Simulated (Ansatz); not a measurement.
# SnTe (Fm-3m) in Ansatz: band structure with PBEsol

Aim: the band structure of SnTe with PBEsol.

Everything below comes from runs of Ansatz 0.2.0. Logs are shortened: lines on timing, memory, paths and dates and some standing lists are left out, and cuts for length are marked.

**What was measured.**

From a printed reference work, textbook, for a bulk crystal of SnTe at 300 K: band gap 0.18 eV (direct).

The runs below are set against these values where they give the same quantity.

## (1) The crystal as given

Symmetry: Fm-3m, No. 225, cubic system. The conventional cell has a = 6.302 Å, b = 6.302 Å, c = 6.302 Å, α = 90.00°, β = 90.00°, γ = 90.00°. Te (site symmetry m-3m) has 6 Sn at 3.15 Å as nearest neighbours. Sn (site symmetry m-3m) is surrounded by 6 Te at 3.15 Å.

## (2) Band structure, PBEsol

File input.yaml:

```yaml
crystal:
  lattice:
    - [0.0, 3.15085, 3.15085]
    - [3.15085, 0.0, 3.15085]
    - [3.15085, 3.15085, 0.0]
  atoms:
    - { symbol: Te, position: [0.5, 0.5, 0.5] }
    - { symbol: Sn, position: [0.0, 0.0, 0.0] }
hamiltonian:
  xc: pbesol
  pseudopotentials: { kind: paw }
kpoints:
  mp_grid: { grid: [7, 7, 7] }
  band_path:
    path:
      - [[0.0, 0.0, 0.0], [0.5, 0.0, 0.5], [0.5, 0.25, 0.75], [0.375, 0.375, 0.75], [0.0, 0.0, 0.0], [0.5, 0.5, 0.5], [0.625, 0.25, 0.625], [0.5, 0.25, 0.75], [0.5, 0.5, 0.5], [0.375, 0.375, 0.75]]
      - [[0.625, 0.25, 0.625], [0.5, 0.0, 0.5]]
    npoints: 14
scf:
  occupations: { method: fermi_dirac, width: 0.05 }
  n_extra_bands: 6
output:
  forces: true
  stress: true
  eigenvalues: true
  fatbands: true
```

Potentials or basis: Ansatz PAW.

Command:

```sh
ansatz run input.yaml --threads 2 --pin off --max-ram 5632MiB --backend cpu --events-out ev --progress --plain --runs-dir out
```

Log:

```text
Warning: RAYON_NUM_THREADS=2 ignored (pool sized by the plan → 2); use --threads N
scf.n_extra_bands = 6 over 15 filled bands (N_el = 30.0): the run solves 21 bands
Engine: ansatz 0.2.0, x86_64-unknown-linux-gnu
Pseudopotentials: kind: paw
Pseudopotential: Te, paw, valence charge 16, recommended cutoff 420 eV (normal), Te.paw.azcp
Pseudopotential: Sn, paw, valence charge 14, recommended cutoff 420 eV (normal), Sn.paw.azcp
Functional definition: PBEsol
  exchange = pbesol_x
  correlation = pbesol_c
Crystal: 2 atoms, lattice volume = 62.562 Å³
Basis set: ecut = 420 eV, 1243 PW (Γ), exchange–correlation on 60×60×60 points (8 copies of the dense FFT grid, shifted against one another)
Bands: 21, of which v1, the nominal top of the filled ones, is band 15 counted from 1 (14 counted from 0)
Symmetry: 48 space group operations
Space group: Fm-3m (ITA 225), of the structure as read, at distance tolerance 4.0e-5 Å
k-points: 20 of 343
Non-local potential: Te, projectors of the file, l = 0: 2, l = 1: 2, l = 2: 2, l = 3: 2
Non-local potential: Sn, projectors of the file, l = 0: 2, l = 1: 2, l = 2: 2, l = 3: 2
PAW form: soft (Blöchl's): semilocal exchange-correlation on the pseudo side does not see the compensation charge
PAW frozen core: Te, regenerated for the run's functional, and the local potential with it (the file was generated under x = pbe(κ = 0.804, μ = 0.2195149727645171), c = pbe(β = 0.06672455060314922))
PAW frozen core: Sn, regenerated for the run's functional, and the local potential with it (the file was generated under x = pbe(κ = 0.804, μ = 0.2195149727645171), c = pbe(β = 0.06672455060314922))
PAW one-centre angular grid: Te, 590 points (default); XC on 64 Gauss nodes
PAW one-centre angular grid: Sn, 590 points (default); XC on 64 Gauss nodes
Initial density: superposition of atomic densities (neutral atoms: chi_scale 0, normalization atom), corrected by the library's trained network
Initial wavefunctions: pseudopotential atomic-orbital guess
Functional: x = pbesol(κ = 0.804, μ = 0.12345679012345678), c = pbesol(β = 0.046)
SCF iter   1: F=—  HF=-12851.857640 eV  |F-HF|=—  |Δ(HF+E_count)|=         —  Δρ=2.31e-3  dr2=3.09e-3  ethr=1.77e-3  ⟨swp⟩=6.8  Hψ=2267  notcnv=0
preconditioner: auto → none  [insulator: Δε(μ)=0.663 eV  Ē_g=10.192 eV  σ=0.050 eV  W_gap=1.00  n_scr=14 (ndim 8)  ℏωp=14.8 eV  f_vac=0.009  D(μ)=0.00/eV (n_scr^D=0)  ε∞_Penn≈3.1]
SCF iter   2: F=—  HF=-12851.854492 eV  |F-HF|=—  |Δ(HF+E_count)|=   3.15e-3  Δρ=8.82e-4  dr2=4.89e-4  ethr=1.03e-5  ⟨swp⟩=2.0  Hψ=780  notcnv=0  defer=2
SCF iter   3: F=—  HF=-12851.854450 eV  |F-HF|=—  |Δ(HF+E_count)|=   4.17e-5  Δρ=2.02e-4  dr2=2.52e-5  ethr=1.63e-6  ⟨swp⟩=2.0  Hψ=696  notcnv=0  defer=4
SCF iter   4: F=—  HF=-12851.854448 eV  |F-HF|=—  |Δ(HF+E_count)|=   1.55e-6  Δρ=1.44e-4  dr2=1.37e-5  ethr=8.41e-8  ⟨swp⟩=2.0  Hψ=697  notcnv=0  defer=4
SCF iter   5: F=—  HF=-12851.854440 eV  |F-HF|=—  |Δ(HF+E_count)|=   8.72e-6  Δρ=5.68e-5  dr2=2.03e-6  ethr=4.58e-8  ⟨swp⟩=2.0  Hψ=690  notcnv=0  defer=4
SCF iter   6: F=-12851.854438 eV  HF=-12851.854438 eV  |F-HF|=3.61e-8  |Δ(HF+E_count)|=   1.58e-6  Δρ=6.29e-6  dr2=2.67e-8  ethr=3.33e-10  ⟨swp⟩=7.2  Hψ=2412  notcnv=0
SCF 1 converged in 6 iterations: F = -12851.854438 eV  dr2 = 2.67e-8
NSCF: frozen V_eff on 142 k-points
SCF converged after 6 iterations
Free energy (F): -12851.854438 eV
Harris-Foulkes:  -12851.854438 eV  (|F-HF|=3.61e-8)
Internal energy: -12851.854369 eV  (E = F + TS)
E sigma→0 (E₀):  -12851.854403 eV
Entropy (-TS):   -0.000069 eV (-0.035 meV/atom)
Fermi energy:    9.568739 eV
--- Per-component energies (eV) ---
  E_band       = -356.815994
  E_kinetic    = 366.712365
  E_local      = -2156.459732  (includes V_loc(G=0)·N_el)
  E_nonlocal   = -338.830376
  E_hartree    = 1351.805168
  E_xc         = -503.505406
  E_vxc        = -201.895082  (∫ρ·V_xc dr)
  E_paw        = -8646.745360  (= ΣΔE_a)
  E_vpaw       = -729.964737  (= ΣTr[D̂ρ^β])
  E_aug_tail   = -0.000159  (compensation charges beyond the density's cutoff)
  E_ewald      = -2925.490525
  E_core_change = 0.659655  (= ΣΔE_core)
  E_smearing   = -0.000069  (= −TS)
  E_closure    = -0.000000  (closes the sum)
  Σ components = -12851.854438   (vs F -12851.854438, Δ=0.00e0)
--- Forces (eV/Å), atoms counted from 1 ---
  atom   1  Te     0.00000000     0.00000000     0.00000000
  atom   2  Sn    -0.00000000    -0.00000000    -0.00000000
  max |Σ_I F_I| component: 3.22e-29 eV/Å
--- Stress (GPa, compression-positive) ---
       -0.378525       0.000000       0.000000
        0.000000      -0.378525       0.000000
        0.000000      -0.000000      -0.378525
  P = ⅓ Tr σ = -0.3785 GPa (-3.785 kbar)
--- Band table (eV; the first three rows and the last of 20) ---
  k-point 0: bands = ["-27.4893", "-27.4893", "-27.4846", "-27.4846", "-27.4846", "-12.2793", "-12.2793", "-12.2727", "-12.2727", "-12.2727", "-3.2982", "4.8100", "7.3947", "7.3947", "7.3947", "12.8628", "12.8628", "12.8628", "14.2691", "14.2691", "14.2691"]
  k-point 1: bands = ["-27.4892", "-27.4892", "-27.4845", "-27.4845", "-27.4845", "-12.2803", "-12.2803", "-12.2724", "-12.2715", "-12.2715", "-3.1271", "3.9388", "7.4247", "7.4247", "7.9868", "12.0312", "12.0312", "12.0521", "14.1909", "14.6892", "14.6892"]
  k-point 2: bands = ["-27.4891", "-27.4891", "-27.4844", "-27.4842", "-27.4842", "-12.2829", "-12.2829", "-12.2718", "-12.2686", "-12.2686", "-2.6586", "2.4759", "7.5358", "7.5358", "8.7154", "10.8057", "10.8057", "10.8478", "14.8657", "15.8441", "15.8441"]
  k-point 19: bands = ["-27.4894", "-27.4888", "-27.4843", "-27.4840", "-27.4834", "-12.2919", "-12.2802", "-12.2706", "-12.2677", "-12.2624", "-1.6622", "2.0292", "4.5636", "5.2861", "8.3021", "10.7031", "13.6230", "14.5321", "14.7666", "15.9803", "19.3562"]
```

It took 3.4 s on 2 threads of Intel Xeon Platinum 8375C at 2.90GHz (Ice Lake), shared host; peak memory 0.43 GiB.

Results:

| Quantity | Value |
| --- | --- |
| Free energy | -12851.8544 eV |
| Pressure | -0.4 GPa |
| Band gap along the path | 0.07 eV, indirect (least direct gap 0.14 eV) |

Levels at the corners of the path, in eV from the Fermi level:
| point | band 12 | band 13 | band 14 | band 15 | band 16 | band 17 | band 18 | band 19 |
| --- | --- | --- | --- | --- | --- | --- | --- | --- |
| Γ | -4.76 | -2.17 | -2.17 | -2.17 | 3.29 | 3.29 | 3.29 | 4.70 |
| X | -6.53 | -5.64 | -3.79 | -3.79 | 2.07 | 4.87 | 4.87 | 6.32 |
| W | -7.42 | -4.88 | -4.88 | -0.86 | 0.79 | 4.54 | 4.54 | 6.00 |
| K | -7.48 | -5.24 | -3.29 | -2.77 | 2.98 | 3.01 | 4.11 | 5.49 |
| Γ | -4.76 | -2.17 | -2.17 | -2.17 | 3.29 | 3.29 | 3.29 | 4.70 |
| L | -8.39 | -1.84 | -1.84 | -0.09 | 0.05 | 0.32 | 0.32 | 7.64 |
| U | -7.48 | -5.24 | -3.29 | -2.77 | 2.98 | 3.01 | 4.11 | 5.49 |
| W | -7.42 | -4.88 | -4.88 | -0.86 | 0.79 | 4.54 | 4.54 | 6.00 |
| L | -8.39 | -1.84 | -1.84 | -0.09 | 0.05 | 0.32 | 0.32 | 7.64 |
| K | -7.48 | -5.24 | -3.29 | -2.77 | 2.98 | 3.01 | 4.11 | 5.49 |
| U | -7.48 | -5.24 | -3.29 | -2.77 | 2.98 | 3.01 | 4.11 | 5.49 |
| X | -6.53 | -5.64 | -3.79 | -3.79 | 2.07 | 4.87 | 4.87 | 6.32 |

Caveat: this odd mesh misses L, where the gap lies, so gap, dielectric constants and Born charges aren't listed; spin-orbit coupling is left out, which moves the levels of the heavy elements; the PAW data sets come from PBE, with cores solved anew for the run's functional, which leaves a small shift of forces and pressure.

## (3) For comparison

An earlier run on the cell as given: functional PBEsol; potentials or basis Ansatz PAW; cutoff 420 eV (not typed: the program's choice for these potentials); k mesh 7 × 7 × 7; occupations fermi-dirac, width 0.05 eV; no spin polarisation.

- Pressure: -0.4 GPa

## (4) How close it comes

Step 2. Against the measured direct gap of SnTe, 0.18 eV (direct; 300 K; a printed reference work, textbook), the calculated 0.14 eV is off by -0.04 eV. Spin-orbit coupling on Sn, Te is left out. The value is that of PBEsol, without temperature or zero-point motion. Semilocal functionals fall short of measured gaps as a rule.
